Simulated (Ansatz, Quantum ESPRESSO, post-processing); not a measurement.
# W(100) under a row of overlayers, part 2 of 2

Aim: how a monolayer of each of several elements shifts the work function of W(100).

Quantum ESPRESSO 7.5; plane-wave DFT, PBE, GBRV ultrasoft pseudopotentials; geometry by Ansatz 0.2.0 with PAW datasets.

So far. Step 9 (Self-consistent run, S overlayer): The covered face stands at 4.53 eV against 4.14 eV when clean. Step 9 (Self-consistent run, S overlayer): Inside the slab this potential holds the local part of the pseudopotentials, which can be repulsive at the nuclei; only its value in the vacuum has a meaning of its own.

## Step 10: Projections on atomic orbitals, S overlayer

Input file S.pdos.in:

```
&projwfc
  prefix = 'S.esm'
  outdir = './out'
  filpdos = 'S.pdos'
  Emin = -12.398
  Emax = -0.398
  DeltaE = 0.1
  ngauss = 0
  degauss = 0.01
/
```

Started as:

```
$ OMP_NUM_THREADS=1 mpirun -n 4 projwfc.x -in S.pdos.in > S.pdos.out
```

Elapsed: 3.6 s, on 4 MPI ranks of Intel Xeon at 2.70GHz, shared host; peak memory 0.57 GiB; 13 s of CPU time.

This step gave:

- spilling of the projection: 0.0018

Projected DOS an atom over height of the atomic layer and energy from the Fermi level. Columns are the atomic layers from the bottom up.

Values in states/eV, 22 rows by 6 columns, each cell a mean:
```
1.30 0.68 0.91 1.01 0.85 0.30
1.65 0.50 0.59 0.66 0.98 0.27
1.37 0.40 0.47 0.54 0.92 0.25
2.34 0.49 0.50 0.71 1.29 0.28
2.15 0.65 0.34 0.76 0.85 0.24
1.15 0.66 0.37 0.76 0.97 0.22
0.91 0.73 0.70 0.60 0.47 0.11
1.10 1.05 1.14 0.92 0.75 0.12
1.42 1.27 1.26 0.91 0.71 0.13
1.18 1.67 1.64 1.44 0.96 0.33
0.78 1.41 1.25 1.61 1.15 0.43
0.43 0.85 1.00 1.19 0.69 0.58
1.01 1.59 1.15 0.96 0.65 1.01
0.67 0.90 0.84 0.58 0.90 1.09
0.21 0.54 0.81 0.73 0.55 0.65
0.34 0.87 1.08 0.83 0.53 0.66
0.27 0.57 0.68 0.62 0.73 0.95
0.08 0.21 0.37 0.43 0.70 0.78
0.12 0.25 0.31 0.32 0.74 1.00
0.07 0.09 0.09 0.12 0.33 0.48
0.04 0.11 0.18 0.26 0.40 0.46
0.02 0.04 0.07 0.11 0.22 0.26
```
Columns: height of the atomic layer (Å) from -3.78 to 3.78 (not evenly spaced); rows upwards: energy from the Fermi level (eV) from -8.00 to 1.40.

The atomic orbitals miss 0.2 % of the occupied states; for empty states the projections can miss much more.

## Step 11: Relaxation with Ansatz, Se overlayer

Level of this step: plane-wave DFT, PBE, Ansatz PAW (Ansatz 0.2.0).

System of this step: W(100), 5 layers, one monolayer of Se on hollow sites. The cell holds 6 atoms: 5 W and 1 Se. Its edges and angles: a = 3.160 Å, b = 3.160 Å, c = 25.320 Å, α = 90.0°, β = 90.0°, γ = 90.0°. It derives from W. Vacuum lies along c.

Input file input.yaml:

```yaml
crystal:
  lattice:
    - [3.16, 0.0, 0.0]
    - [0.0, 3.16, 0.0]
    - [0.0, 0.0, 25.32]
  atoms:
    - { symbol: W, position: [0.0, 0.0, 0.3278041074] }
    - { symbol: W, position: [0.5, 0.5, 0.3902053712] }
    - { symbol: W, position: [0.0, 0.0, 0.4526066351] }
    - { symbol: W, position: [0.5, 0.5, 0.5150078989] }
    - { symbol: W, position: [0.0, 0.0, 0.5774091627] }
    - { symbol: Se, position: [0.5, 0.5, 0.6453534282] }
kpoints:
  mp_grid: { grid: [8, 8, 1] }
hamiltonian:
  xc: pbe
scf:
  occupations: { method: fermi_dirac, width: 0.1 }
  convergence: { dr2_threshold: 1.0e-08 }
efield:
  axis: 3
  dipole_correction: true
  ramp_position: 0.97
  ramp_width: 0.04
relax:
  f_tol: 0.01
  constraints: [{ sites: [0, 1, 2] }]
output:
  write_potential: true
  write_density: true
  volumetric_format: npy
```

Started as:

```
$ ansatz run input.yaml --threads 4 --pin off --max-ram 8192MiB --backend cpu --events-out ev --progress --plain --runs-dir out
```

Wall time 32 s (4 threads); peak memory 0.72 GiB; 1.8 min of CPU time.

Relaxation path:

| step | energy less that of the first step (eV) | largest force component (eV/Å) |
| --- | --- | --- |
| 1 | 0.0000 | 1.6888 |
| 2 | -0.1787 | 0.7954 |
| 3 | -0.1835 | 0.5126 |
| 4 | -0.2188 | 0.0437 |
| 5 | -0.2188 | 0.0070 |

Forces are held to the 8 operations that the run works with; a distortion that breaks them can't arise in this run.

The atoms that moved most (Å):

| atom | dx | dy | dz | length |
| --- | --- | --- | --- | --- |
| Se6 | 0.000 | 0.000 | -0.197 | 0.197 |
| W5 | 0.000 | 0.000 | 0.055 | 0.055 |
| W4 | 0.000 | 0.000 | -0.034 | 0.034 |

Final coordinates:

```cif
data_structure
_symmetry_space_group_name_H-M 'P 1'
_symmetry_Int_Tables_number 1
_cell_length_a 3.1600
_cell_length_b 3.1600
_cell_length_c 25.3200
_cell_angle_alpha 90.000
_cell_angle_beta 90.000
_cell_angle_gamma 90.000
_cell_volume 252.84
loop_
_atom_site_label
_atom_site_type_symbol
_atom_site_fract_x
_atom_site_fract_y
_atom_site_fract_z
_atom_site_occupancy
W1 W 0.00000 0.00000 0.32780 1
W2 W 0.50000 0.50000 0.39021 1
W3 W 0.00000 0.00000 0.45261 1
W4 W 0.50000 0.50000 0.51365 1
W5 W 0.00000 0.00000 0.57958 1
Se6 Se 0.50000 0.50000 0.63759 1
```

The relaxation lowers the energy by 36 meV an atom. Held were the atoms numbered 1, 2 and 3; the forces quoted are those on the free ones.

Read from the output:

- free energy: -57390.4501 eV
- energy at zero smearing: -57390.3658 eV
- smearing term TS: 0.1686 eV
- Fermi energy: 5.386 eV
- work function of the upper face: 4.544 eV
- work function of the lower face: 4.259 eV
- dipole along the normal: -0.01569 e·Å

## Step 12: Self-consistent run, Se overlayer

Level of this step: plane-wave DFT, PBE, GBRV ultrasoft pseudopotentials (Quantum ESPRESSO 7.5).

Input file Se.esm.in:

```
&control
  prefix = 'Se.esm'
  outdir = './out'
  pseudo_dir = './pseudo'
  calculation = 'scf'
  tprnfor = .true.
/
&system
  ibrav = 0
  nat = 6
  ntyp = 2
  ecutwfc = 40
  ecutrho = 200
  occupations = 'smearing'
  smearing = 'mv'
  degauss = 0.02
  assume_isolated = 'esm'
  esm_bc = 'bc1'
/
&electrons
  conv_thr = 1e-07
  mixing_beta = 0.4
  electron_maxstep = 120
  mixing_mode = 'local-TF'
/
ATOMIC_SPECIES
  W   183.8400  w_pbe_v1.2.uspp.F.UPF
  Se  78.9710  se_pbe_v1.uspp.F.UPF
CELL_PARAMETERS angstrom
  3.16000000000000 0.00000000000000 0.00000000000000
  0.00000000000000 3.16000000000000 0.00000000000000
  0.00000000000000 0.00000000000000 25.32000000000000
ATOMIC_POSITIONS crystal
  W   0.000000000000 0.000000000000 -0.154893954986
  W   0.500000000000 0.500000000000 -0.092492691186
  W   0.000000000000 0.000000000000 -0.030091427286
  W   0.500000000000 0.500000000000 0.030956038191
  W   0.000000000000 0.000000000000 0.096878891956
  Se  0.500000000000 0.500000000000 0.154893954986
K_POINTS automatic
  8 8 1 0 0 0
```

Started as:

```
$ OMP_NUM_THREADS=1 mpirun -n 4 pw.x -nk 4 -in Se.esm.in > Se.esm.out
```

Run time: 2.5 min. Hardware: 4 MPI ranks; peak memory 0.99 GiB; 9.9 min of CPU time.

Numbers from this step:

* free energy: -11416.2446 eV
* Fermi energy: -4.420 eV
* vacuum line at the lower end of the cell, over the Fermi level: 4.252 eV
* vacuum line at the upper end of the cell, over the Fermi level: 4.589 eV

The potential energy, planar mean oscillates, so the rows of the table below give means over windows of 1.58 Å about each position, cut where the curve ends. Its maxima inside the range that stand out by 2 % of the span (Å: eV): -3.2: -7.94, -1.5: -8.53, 0.0: -8.84, 1.6: -7.18, 3.2: -8.80. Its minima: -3.9: -10.1, -2.3: -10.7, -0.7: -10.8, 0.7: -10.7, 2.5: -11.1, 3.9: -16.5.

Electrostatic potential energy of an electron; zero at the Fermi level. The potential energy, planar mean by z; means over each step:

z (Å), potential energy, planar mean (eV) and a bar from the least value:
```
   -11.87        4.3 #############################
   -10.29        4.3 #############################
    -8.71        4.3 #############################
    -7.13        4.2 #############################
    -5.55        2.4 ##########################
    -3.97       -8.0 #####
    -2.39       -9.4 ###
    -0.81       -9.7 ##
     0.77       -9.4 ###
     2.35       -9.5 ###
     3.93      -10.9 
     5.51        3.5 ############################
     7.09        4.6 ##############################
     8.67        4.6 ##############################
    10.25        4.6 ##############################
    11.83        4.6 ##############################
```

The covered face stands at 4.59 eV against 4.14 eV when clean.

Inside the slab this potential holds the local part of the pseudopotentials, which can be repulsive at the nuclei; only its value in the vacuum has a meaning of its own.

## Step 13: Projected density of states, Se overlayer

Input file Se.pdos.in:

```
&projwfc
  prefix = 'Se.esm'
  outdir = './out'
  filpdos = 'Se.pdos'
  Emin = -12.42
  Emax = -0.42
  DeltaE = 0.1
  ngauss = 0
  degauss = 0.01
/
```

Started as:

```
$ OMP_NUM_THREADS=1 mpirun -n 4 projwfc.x -in Se.pdos.in > Se.pdos.out
```

Run time: 2.6 s. Hardware: 4 MPI ranks; peak memory 0.28 GiB; 8.7 s of CPU time.

This step gave:

| Item | Value |
| --- | --- |
| spilling of the projection | 0.0015 |

Projected DOS an atom over height of the atomic layer and energy from the Fermi level. Columns are the atomic layers from the bottom up.

Ten even steps from '0' (0.01 states/eV) to '9' (2.62 states/eV), each cell a mean:
```
422231
722331
301120
922241
721341
421231
322220
444320
555442
465553
244642
133322
464323
222223
023222
133322
012222
011122
000011
000011
000000
000000
```
Columns: height of the atomic layer (Å) from -3.92 to 3.92 (not evenly spaced); rows upwards: energy from the Fermi level (eV) from -8.00 to 1.40.

The atomic orbitals miss 0.1 % of the occupied states; for empty states the projections can miss much more.

## Step 14: Geometry from Ansatz, Te overlayer

Level of this step: plane-wave DFT, PBE, Ansatz PAW (Ansatz 0.2.0).

System of this step: W(100), 5 layers, one monolayer of Te on hollow sites. The cell holds 6 atoms: 5 W and 1 Te. Cell: a = 3.160 Å, b = 3.160 Å, c = 25.320 Å, α = 90.0°, β = 90.0°, γ = 90.0°. It derives from W. Vacuum lies along c.

input.yaml, as its differences from the input of step 11:

```diff
@@ -11,3 +11,3 @@
     - { symbol: W, position: [0.0, 0.0, 0.5774091627] }
-    - { symbol: Se, position: [0.5, 0.5, 0.6453534282] }
+    - { symbol: Te, position: [0.5, 0.5, 0.6564691624] }
 kpoints:
```

Started as:

```
$ ansatz run input.yaml --threads 4 --pin off --max-ram 8192MiB --backend cpu --events-out ev --progress --plain --runs-dir out
```

The job ended after 30 s (4 threads; peak memory 0.72 GiB; 1.7 min of CPU time).

The steps of the relaxation:

| step | energy less that of the first step (eV) | largest force component (eV/Å) |
| --- | --- | --- |
| 1 | 0.0000 | 1.0491 |
| 2 | -0.1265 | 0.6277 |
| 3 | -0.1550 | 0.3265 |
| 4 | -0.1615 | 0.0361 |
| 5 | -0.1616 | 0.0030 |

The atoms that moved most (Å):

| atom | dx | dy | dz | length |
| --- | --- | --- | --- | --- |
| Te6 | 0.000 | 0.000 | -0.206 | 0.206 |
| W5 | 0.000 | 0.000 | 0.041 | 0.041 |
| W4 | 0.000 | 0.000 | -0.006 | 0.006 |

Final coordinates:

```cif
data_structure
_symmetry_space_group_name_H-M 'P 1'
_symmetry_Int_Tables_number 1
_cell_length_a 3.1600
_cell_length_b 3.1600
_cell_length_c 25.3200
_cell_angle_alpha 90.000
_cell_angle_beta 90.000
_cell_angle_gamma 90.000
_cell_volume 252.84
loop_
_atom_site_label
_atom_site_type_symbol
_atom_site_fract_x
_atom_site_fract_y
_atom_site_fract_z
_atom_site_occupancy
W1 W 0.00000 0.00000 0.32780 1
W2 W 0.50000 0.50000 0.39021 1
W3 W 0.00000 0.00000 0.45261 1
W4 W 0.50000 0.50000 0.51479 1
W5 W 0.00000 0.00000 0.57902 1
Te6 Te 0.50000 0.50000 0.64835 1
```

The relaxation lowers the energy by 27 meV an atom. Held were the atoms numbered 1, 2 and 3; the forces quoted are those on the free ones.

Numbers from this step:

| Property | Result |
| --- | --- |
| free energy | -58900.7833 eV |
| energy at zero smearing | -58900.6950 eV |
| smearing term TS | 0.1765 eV |
| Fermi energy | 6.077 eV |
| work function of the upper face | 3.925 eV |
| work function of the lower face | 4.283 eV |
| dipole along the normal | 0.01975 e·Å |

## Step 15: Ground state, Te overlayer

Level of this step: plane-wave DFT, PBE, GBRV ultrasoft pseudopotentials (Quantum ESPRESSO 7.5).

Input file Te.esm.in:

```
&control
  prefix = 'Te.esm'
  outdir = './out'
  pseudo_dir = './pseudo'
  calculation = 'scf'
  tprnfor = .true.
/
&system
  ibrav = 0
  nat = 6
  ntyp = 2
  ecutwfc = 40
  ecutrho = 200
  occupations = 'smearing'
  smearing = 'mv'
  degauss = 0.02
  assume_isolated = 'esm'
  esm_bc = 'bc1'
/
&electrons
  conv_thr = 1e-07
  mixing_beta = 0.4
  electron_maxstep = 120
  mixing_mode = 'local-TF'
/
ATOMIC_SPECIES
  W   183.8400  w_pbe_v1.2.uspp.F.UPF
  Te  127.6000  te_pbe_v1.uspp.F.UPF
CELL_PARAMETERS angstrom
  3.16000000000000 0.00000000000000 0.00000000000000
  0.00000000000000 3.16000000000000 0.00000000000000
  0.00000000000000 0.00000000000000 25.32000000000000
ATOMIC_POSITIONS crystal
  W   0.000000000000 0.000000000000 -0.160273893528
  W   0.500000000000 0.500000000000 -0.097872629728
  W   0.000000000000 0.000000000000 -0.035471365828
  W   0.500000000000 0.500000000000 0.026712397003
  W   0.000000000000 0.000000000000 0.090941800048
  Te  0.500000000000 0.500000000000 0.160273893528
K_POINTS automatic
  8 8 1 0 0 0
```

Started as:

```
$ OMP_NUM_THREADS=1 mpirun -n 4 pw.x -nk 4 -in Te.esm.in > Te.esm.out
```

Wall time 2.8 min (4 MPI ranks); peak memory 1.1 GiB.

Read from the output:

| Item | Value |
| --- | --- |
| free energy | -11182.9505 eV |
| Fermi energy | -4.127 eV |
| vacuum line at the lower end of the cell, over the Fermi level | 4.278 eV |
| vacuum line at the upper end of the cell, over the Fermi level | 3.975 eV |

The potential energy, planar mean oscillates, so the rows of the table below give means over windows of 1.64 Å about each position, cut where the curve ends. Its maxima inside the range that stand out by 2 % of the span (Å: eV): -3.3: -7.95, -1.6: -8.53, -0.1: -8.50, 1.5: -7.66, 4.1: 22.0. Its minima: -4.0: -10.1, -2.5: -10.7, -0.9: -10.8, 0.7: -10.7, 2.3: -10.8, 5.0: -0.352.

Electrostatic potential energy of an electron; zero at the Fermi level. Table of potential energy, planar mean by z; means over each step:

| z (Å) | potential energy, planar mean (eV) |
| --- | --- |
| -11.84 | 4.28 |
| -10.20 | 4.28 |
| -8.56 | 4.27 |
| -6.92 | 4.15 |
| -5.28 | 0.0486 |
| -3.64 | -8.96 |
| -2.00 | -9.61 |
| -0.36 | -9.65 |
| 1.28 | -9.19 |
| 2.92 | -4.55 |
| 4.56 | 10.3 |
| 6.20 | 3.55 |
| 7.84 | 3.97 |
| 9.48 | 3.97 |
| 11.12 | 3.97 |

The covered face stands at 3.97 eV against 4.14 eV when clean.

Inside the slab this potential holds the local part of the pseudopotentials, which can be repulsive at the nuclei; only its value in the vacuum has a meaning of its own.

## Step 16: Projected density of states, Te overlayer

Input file Te.pdos.in:

```
&projwfc
  prefix = 'Te.esm'
  outdir = './out'
  filpdos = 'Te.pdos'
  Emin = -12.127
  Emax = -0.127
  DeltaE = 0.1
  ngauss = 0
  degauss = 0.01
/
```

Started as:

```
$ OMP_NUM_THREADS=1 mpirun -n 4 projwfc.x -in Te.pdos.in > Te.pdos.out
```

Elapsed: 2.7 s, on 4 MPI ranks; peak memory 0.27 GiB; 9.1 s of CPU time.

Read from the output:

- spilling of the projection: 0.0018

Projected DOS an atom over height of the atomic layer and energy from the Fermi level. Columns are the atomic layers from the bottom up.

Ten even steps from '0' (0.01 states/eV) to '9' (2.29 states/eV), each cell a mean:
```
633221
823342
411211
922241
921240
521240
433331
444452
656673
465642
366742
134321
474444
233222
134323
134322
023222
011112
000011
000011
000001
000000
```
Columns: height of the atomic layer (Å) from -4.06 to 4.06 (not evenly spaced); rows upwards: energy from the Fermi level (eV) from -8.00 to 1.50.

The atomic orbitals miss 0.2 % of the occupied states; for empty states the projections can miss much more.

## Step 17: The series side by side

Against the clean face, with Pauling's electronegativity for orientation:

| overlayer | electronegativity | height over the top plane (Å) | change of work function (eV) | step from Ansatz's dipole (eV) |
| --- | --- | --- | --- | --- |
| O | 3.44 | 0.74 | -0.42 | -0.38 |
| S | 2.58 | 1.17 | +0.39 | +0.41 |
| Se | 2.55 | 1.47 | +0.45 | +0.40 |
| Te | 2.1 | 1.76 | -0.16 | -0.24 |

All levels:

| level | covered face (eV) | bare face (eV) | Ansatz, covered face (eV) | dipole by Ansatz (e Å) | CPU time (s) |
| --- | --- | --- | --- | --- | --- |
| clean | 4.135 | 4.246 | 4.129 | 0.006656 | 382 |
| O | 3.713 | 4.271 | 3.743 | 0.02784 | 518.7 |
| S | 4.53 | 4.267 | 4.533 | -0.01576 | 631.2 |
| Se | 4.589 | 4.252 | 4.544 | -0.01569 | 593.9 |
| Te | 3.975 | 4.278 | 3.925 | 0.01975 | 662.8 |

## Step 18: By hand

Under O the faces differ by -0.56 eV. By the Helmholtz relation p = −Δφ A/180.95 = +0.0308 e Å a cell, or +0.15 D; Ansatz's dipole is +0.0278 e Å.

## Step 19: Summary of results

| Property | Result |
| --- | --- |
| work function of the clean face | 4.14 eV |
| change under O | -0.42 eV |
| change under S | +0.39 eV |
| change under Se | +0.45 eV |
| change under Te | -0.16 eV |

In words: On a clean face of 4.14 eV the changes run from -0.42 eV (O) to +0.45 eV (Se) (PBE, GBRV ultrasoft). Electronegativity alone doesn't order the changes: height, charge transfer and the push-back of the metal's own spill-out all enter the dipole. O lowers the work function although electronegative. The bare face moves by 0.03 eV over the row; it should not move at all, so the changes above are uncertain by about as much. Full 1×1 monolayers on one site are model structures; at this coverage neighbours depolarise each other, and real layers may take other sites or reconstruct. The upper layers were relaxed under PBE at the tabulated lattice constant. Spin-orbit coupling is left out; depending on the atoms that carry the levels of interest, it can split and shift them by tenths of an eV to an eV or more.

Computed beside measured:

| quantity | measured | PBE, GBRV ultrasoft, clean |
| --- | --- | --- |
| work function (clean (100) face, which reconstructs) (eV) | 4.65 | 4.14 (-0.51 eV) |

Measured values from arxiv:1902.07811 (2019).

Verdict: The work function is off by -0.51 eV: a clear miss. The grades are ours: good and fair within 3 and 7 % for the work function. Other measurements of the same face can differ from the value quoted by 0.1 to 0.2 eV.

[Logs are printed without paths, hosts, clocks, repeated set-up lines and the standing remarks that a program may print on its own settings, such as how far it seeks lower states.]

[Hosts, paths, dates, database ids (printed as entryN), source tags and the programs' standing remarks are cut or masked in the printed files.]

[Maps of the electrostatic potential energy from Ansatz leave out the sawtooth potential of an applied field or a dipole correction, so their vacuum need not be flat; planar profiles and work functions include it.]
